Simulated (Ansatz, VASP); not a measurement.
**Cu: VASP beside Ansatz**

INCAR

```
SYSTEM = Cu
  ALGO = Normal
  EDIFF = 1E-6
  EDIFFG = -0.01
  ENCUT = 600
  GGA = CA
  IBRION = 2
  ISIF = 3
  ISMEAR = -1
  LASPH = .True.
  LCHARG = .False.
  LREAL = .False.
  LWAVE = .False.
  NELM = 100
  NSW = 80
  PREC = Accurate
  SIGMA = 0.1
```

Contents of KPOINTS:

```
k-points
0
Gamma
  11 11 11
  0 0 0
```

POSCAR

```
Cu
1.0
    0.0000000000      2.5168736955      2.5168736955
    2.5168736955      0.0000000000      2.5168736955
    2.5168736955      2.5168736955      0.0000000000
Cu
2
Direct
    0.1250000000      0.1250000000      0.1250000000
    0.8750000000      0.8750000000      0.8750000000
```

Input for Ansatz:

```yaml
crystal:
  lattice:
    - [0.0, 2.5168736955, 2.5168736955]
    - [2.5168736955, 0.0, 2.5168736955]
    - [2.5168736955, 2.5168736955, 0.0]
  atoms:
    - { symbol: Cu, position: [0.125, 0.125, 0.125] }
    - { symbol: Cu, position: [0.875, 0.875, 0.875] }
hamiltonian:
  xc: lda
  pseudopotentials:
    kind: paw
    azcp:
      Cu: "pseudopotentials/Cu.paw.azcp"
basis:
  ecutwfc: 420
  fft_grid_basis: typed
kpoints:
  mp_grid: { grid: [11, 11, 11], shift: [0, 0, 0] }
magnetization:
  spin_polarized: false
scf:
  occupations: { method: fermi_dirac, width: 0.1 }
relax:
  max_steps: 60
  f_tol: 0.01
  cell: {}
```

The cell was built by a generator and needn't be a form met in nature.

Alike in both runs: task relaxation of cell and atoms; functional LDA; k mesh 11 × 11 × 11; occupations fermi-dirac, width 0.1 eV; no spin polarisation.

|  | VASP | Ansatz |
| --- | --- | --- |
| version | VASP 6.6.1 | Ansatz 0.2.0 |
| potentials or method | VASP PAW LDA potentials, release 64 (Cu) | plane waves (420 eV) with PAW, scalar-relativistic |
| plane-wave cutoff (eV) | 600 | 420 |
| valence electrons in the cell | 22 | 38 |

|  | VASP | Ansatz | Ansatz less VASP |
| --- | --- | --- | --- |
| relaxed volume (Å³/atom) | 17.19 | 17.06 | -0.126 |
| relaxed cell length with the largest relative difference (Å) | 3.650 | 3.641 | -0.0089 |
| energy change over the relaxation (meV/atom) | -24 | -21 | +3.7 |

The two sets of potentials don't hold the same shells in valence. Ansatz warned: «pseudo_functional_mismatch».
